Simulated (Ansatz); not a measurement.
Reactions of C6H6O, SMILES `O=C1C=CCC=C1`.

Isolated molecules relaxed with PBE0-D4/def2-TZVP in Ansatz; ΔE leaves out vibrations. CCSD(T)/CBS is the MP2 limit (def2-TZVPP, def2-QZVPP) plus CCSD(T) − MP2 in def2-TZVPP, frozen cores. This one scheme is used for every species, atoms too. DFT in def2-TZVPP. No spin–orbit coupling; open shells (•) take unrestricted orbitals. Spin–orbit coupling would lower the free atoms: a little for C, O. Each species was taken in one conformer, which may not be the lowest.

```tsv
reaction	CCSD(T)/CBS(def2) (kcal/mol)
`O=C1C=CCC=C1` → `C=Cc1ccco1`	9.9
`O=C1C=CCC=C1` → `O=C1C=CC=CC1`	?
`O=C1C=CCC=C1` → 6 C• + 6 H• + O•	1449.8
`O=C1C=CCC=C1` → phenol	-17.7
```

Fill in the missing values. (Estimate.)

Ansatz gave: `O=C1C=CCC=C1` → `O=C1C=CC=CC1`: +1.6 kcal/mol.

Largest T1 diagnostic: 0.015, for `O=C1C=CC=CC1`.
